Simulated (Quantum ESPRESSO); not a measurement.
# GaN (F-43m) in Quantum ESPRESSO: single point with PBE

Aim: the single point of GaN with PBE.

All numbers are computed with Quantum ESPRESSO 7.5; they aren't measurements. Logs are shortened: lines on timing, memory, paths and dates and some standing lists are left out, and cuts for length are marked.

**Measured values to compare with.**

From a printed reference work, textbook, for a bulk crystal of GaN at 0 K: band gap 3.299 eV (direct).

How close the calculation comes is told below.

## Step 1: The crystal as given

Symmetry: F-43m, No. 216, cubic system. The conventional cell has a = 4.507 Å, b = 4.507 Å, c = 4.507 Å, α = 90.00°, β = 90.00°, γ = 90.00°. Ga (site symmetry -43m) is surrounded by 4 N at 1.95 Å. N (site symmetry -43m) is surrounded by 4 Ga at 1.95 Å.

The cell is a database's computed one.

## Step 2: Single point, PBE

run.py

```python
import numpy as np
from ase.calculators.espresso import Espresso, EspressoProfile
from ase.io import read

atoms = read('GaN.cif')

input_data = {
    'control': {'calculation': 'scf', 'prefix': 'pwscf', 'outdir': './tmp', 'tprnfor': True, 'tstress': True, 'disk_io': 'nowf'},
    'system': {'ecutwfc': 70.0, 'ecutrho': 560.0, 'nbnd': 15, 'occupations': 'smearing', 'smearing': 'fd', 'degauss': 0.00367493},
    'electrons': {'conv_thr': 4e-10, 'electron_maxstep': 120, 'mixing_beta': 0.5},
}
pseudopotentials = {'Ga': 'Ga.pbe-dn-kjpaw_psl.1.0.0.UPF', 'N': 'N.pbe-n-radius_5.UPF'}
profile = EspressoProfile(command='pw.x', pseudo_dir='pseudo')
dft = Espresso(profile=profile, input_data=input_data, pseudopotentials=pseudopotentials, kpts=(10, 10, 10), koffset=(0, 0, 0))
atoms.calc = dft

print(f'energy {atoms.get_potential_energy():.8f} eV')
print('forces (eV/A)')
print(np.round(atoms.get_forces(), 6))
print('stress (eV/A^3, Voigt)')
print(np.round(atoms.get_stress(), 8))
print(f'Fermi level {dft.get_fermi_level():.4f} eV')
```

GaN.cif

```cif
data_GaN
_cell_length_a 3.18693112
_cell_length_b 3.18693112
_cell_length_c 3.18693112
_cell_angle_alpha 60.00000000
_cell_angle_beta 60.00000000
_cell_angle_gamma 60.00000000
_space_group_name_H-M_alt 'P1'
_space_group_name_Hall 'P 1'
_space_group_IT_number 1
loop_
_space_group_symop_operation_xyz
'x,y,z'
loop_
_atom_site_label
_atom_site_type_symbol
_atom_site_symmetry_multiplicity
_atom_site_Wyckoff_symbol
_atom_site_fract_x
_atom_site_fract_y
_atom_site_fract_z
_atom_site_occupancy
Ga1 Ga 1 a 0.0000000000 0.0000000000 0.0000000000 1
N1 N 1 a 0.2500000000 0.2500000000 0.2500000000 1
```

Potentials or basis: SSSP 1.3 efficiency PBE.

Command:

```
$ OMP_NUM_THREADS=1 python run.py
```

The program printed:

```text
energy -4056.99524593 eV
forces (eV/A)
[[ 0.0e+00  0.0e+00  2.9e-05]
 [ 0.0e+00  0.0e+00 -2.9e-05]]
stress (eV/A^3, Voigt)
[-0.02836556 -0.02836556 -0.02836648  0.          0.          0.        ]
Fermi level 10.5960 eV
```

espresso.pwi:

```text
&CONTROL
   calculation      = 'scf'
   tstress          = .true.
   tprnfor          = .true.
   outdir           = './tmp'
   prefix           = 'pwscf'
   disk_io          = 'nowf'
   pseudo_dir       = 'pseudo'
/
&SYSTEM
   nbnd             = 15
   ecutwfc          = 70.0
   ecutrho          = 560.0
   occupations      = 'smearing'
   degauss          = 0.00367493
   smearing         = 'fd'
   ntyp             = 2
   nat              = 2
   ibrav            = 0
/
&ELECTRONS
   electron_maxstep = 120
   conv_thr         = 4e-10
   mixing_beta      = 0.5
/
&IONS
/
&CELL
/
&FCP
/
&RISM
/
ATOMIC_SPECIES
Ga 69.723 Ga.pbe-dn-kjpaw_psl.1.0.0.UPF
N 14.007 N.pbe-n-radius_5.UPF

K_POINTS automatic
10 10 10  0 0 0

CELL_PARAMETERS angstrom
3.18693112000000 0.00000000000000 0.00000000000000
1.59346556000000 2.75996331003119 0.00000000000000
1.59346556000000 0.91998777001040 2.60211836313217

ATOMIC_POSITIONS angstrom
Ga 0.0000000000 0.0000000000 0.0000000000  
N 1.5934655600 0.9199877700 0.6505295908
```

espresso.pwo:

```text
This program is part of the open-source Quantum ESPRESSO suite
     for quantum simulation of materials; please cite
         "P. Giannozzi et al., J. Phys.:Condens. Matter 21 395502 (2009);
         "P. Giannozzi et al., J. Phys.:Condens. Matter 29 465901 (2017);
         "P. Giannozzi et al., J. Chem. Phys. 152 154105 (2020);
     in publications or presentations arising from this work. More details at

Warning: card &CELL ignored
Warning: card &FCP ignored
Warning: card &RISM ignored

     file Ga.pbe-dn-kjpaw_psl.1.0.0.UPF: wavefunction(s)  4S renormalized
     Message from routine setup:
     using ibrav=0 with symmetry is DISCOURAGED, use correct ibrav instead

     G-vector sticks info
     --------------------
     sticks:   dense  smooth     PW     G-vecs:    dense   smooth      PW
     Sum        1393     691    211                34621    12051    2109

     Using Slab Decomposition

     bravais-lattice index     =            0
     lattice parameter (alat)  =       6.0224  a.u.
     unit-cell volume          =     154.4542 (a.u.)^3
     number of atoms/cell      =            2
     number of atomic types    =            2
     number of electrons       =        18.00
     number of Kohn-Sham states=           15
     kinetic-energy cutoff     =      70.0000  Ry
     charge density cutoff     =     560.0000  Ry
     scf convergence threshold =      4.0E-10
     mixing beta               =       0.5000
     number of iterations used =            8  plain     mixing
     Exchange-correlation= PBE
                           (   1   4   3   4   0   0   0)

     celldm(1)=   6.022427  celldm(2)=   0.000000  celldm(3)=   0.000000
     celldm(4)=   0.000000  celldm(5)=   0.000000  celldm(6)=   0.000000

     crystal axes: (cart. coord. in units of alat)
               a(1) = (   1.000000   0.000000   0.000000 )
               a(2) = (   0.500000   0.866025   0.000000 )
               a(3) = (   0.500000   0.288675   0.816497 )

     reciprocal axes: (cart. coord. in units 2 pi/alat)
               b(1) = (  1.000000 -0.577350 -0.408248 )
               b(2) = (  0.000000  1.154701 -0.408248 )
               b(3) = (  0.000000  0.000000  1.224745 )

     PseudoPot. # 1 for Ga read from file:
     Ga.pbe-dn-kjpaw_psl.1.0.0.UPF
     Pseudo is Projector augmented-wave + core cor, Zval = 13.0
     Generated using "atomic" code by A. Dal Corso  v.5.1
     Shape of augmentation charge: PSQ
     Using radial grid of 1205 points,  6 beta functions with:
                l(1) =   0
                l(2) =   0
                l(3) =   1
                l(4) =   1
                l(5) =   2
                l(6) =   2
     Q(r) pseudized with 0 coefficients

     PseudoPot. # 2 for N  read from file:
     N.pbe-n-radius_5.UPF
     Pseudo is Ultrasoft + core correction, Zval =  5.0
     Generated using "atomic" code by A. Dal Corso  v.5.1
     Using radial grid of 1085 points,  4 beta functions with:
                l(1) =   0
                l(2) =   0
                l(3) =   1
                l(4) =   1
     Q(r) pseudized with 0 coefficients

     atomic species   valence    mass     pseudopotential
     Ga               13.00    69.72300     Ga( 1.00)
     N                 5.00    14.00700     N ( 1.00)

      6 Sym. Ops. (no inversion) found

   Cartesian axes

     site n.     atom                  positions (alat units)
         1        Ga     tau(   1) = (   0.0000000   0.0000000   0.0000000  )
         2        N      tau(   2) = (   0.5000000   0.2886751   0.2041241  )

     number of k points=   116  Fermi-Dirac smearing, width (Ry)=  0.0037

     Number of k-points >= 100: set verbosity='high' to print them.

     Dense  grid:    34621 G-vectors     FFT dimensions: (  45,  45,  45)

     Smooth grid:    12051 G-vectors     FFT dimensions: (  36,  36,  36)

     Initial potential from superposition of free atoms

     starting charge      17.9970, renormalised to      18.0000
     Starting wfcs are   13 randomized atomic wfcs +    2 random wfcs

     Self-consistent Calculation

     iteration #  1     ecut=    70.00 Ry     beta= 0.50
     Davidson diagonalization with overlap
     ethr =  1.00E-02,  avg # of iterations =  7.6

     total energy              =    -297.89722941 Ry
     estimated scf accuracy    <       0.54724115 Ry

     iteration #  2     ecut=    70.00 Ry     beta= 0.50
     Davidson diagonalization with overlap
     ethr =  3.04E-03,  avg # of iterations =  3.4
[... 137 lines left out ...]
     total energy              =    -298.18367680 Ry
     estimated scf accuracy    <          3.8E-09 Ry

     iteration # 21     ecut=    70.00 Ry     beta= 0.50
     Davidson diagonalization with overlap
     ethr =  2.12E-11,  avg # of iterations =  6.6

     End of self-consistent calculation

     Number of k-points >= 100: set verbosity='high' to print the bands.

     the Fermi energy is    10.5960 ev

!    total energy              =    -298.18367680 Ry
     estimated scf accuracy    <          5.1E-11 Ry
     smearing contrib. (-TS)   =      -0.00000000 Ry
     internal energy E=F+TS    =    -298.18367680 Ry

     The total energy is F=E-TS. E is the sum of the following terms:
     one-electron contribution =     -90.57636418 Ry
     hartree contribution      =      64.97201654 Ry
     xc contribution           =     -43.93006542 Ry
     ewald contribution        =    -116.67431719 Ry
     one-center paw contrib.   =    -111.97494655 Ry

     convergence has been achieved in  21 iterations

     Forces acting on atoms (cartesian axes, Ry/au):

     atom    1 type  1   force =     0.00000000    0.00000000    0.00000111
     atom    2 type  2   force =     0.00000000    0.00000000   -0.00000111

     Total force =     0.000002     Total SCF correction =     0.000003
     SCF correction compared to forces is large: reduce conv_thr to get better values

     Computing stress (Cartesian axis) and pressure

          total   stress  (Ry/bohr**3)                   (kbar)     P=       45.45
   0.00030894  -0.00000000  -0.00000000           45.45       -0.00       -0.00
   0.00000000   0.00030894  -0.00000000            0.00       45.45       -0.00
   0.00000000  -0.00000000   0.00030895            0.00       -0.00       45.45

=------------------------------------------------------------------------------=
   JOB DONE.
=------------------------------------------------------------------------------=
```

Run time: 1.7 min. Hardware: 1 thread of Arm Neoverse V2, shared host; peak memory 0.2 GiB.

What came out:

| Property | Result |
| --- | --- |
| Free energy | -4056.9956 eV |
| Pressure | 4.5 GPa |
| Band gap on the k mesh | 1.75 eV, direct |

## Step 3: For comparison

An earlier run on the cell as given: functional PBE; potentials or basis SSSP 1.3 efficiency PBE; cutoff 952 eV; density cutoff 7619 eV; k mesh 10 × 10 × 10; occupations fermi-dirac, width 0.05 eV; no spin polarisation.

* Pressure: 4.5 GPa
* Band gap on the k mesh: 1.75 eV, direct

## Step 4: How close it comes

Step 2. Measured gap of GaN: 3.299 eV (direct; 0 K; a printed reference work, textbook). This calculation gives 1.75 eV (-1.55 eV). Spin-orbit coupling on Ga is left out. The value is that of PBE, without temperature or zero-point motion. Semilocal functionals fall short of measured gaps as a rule. The cell is a database's relaxed one, not the measured one, which moves gaps too.
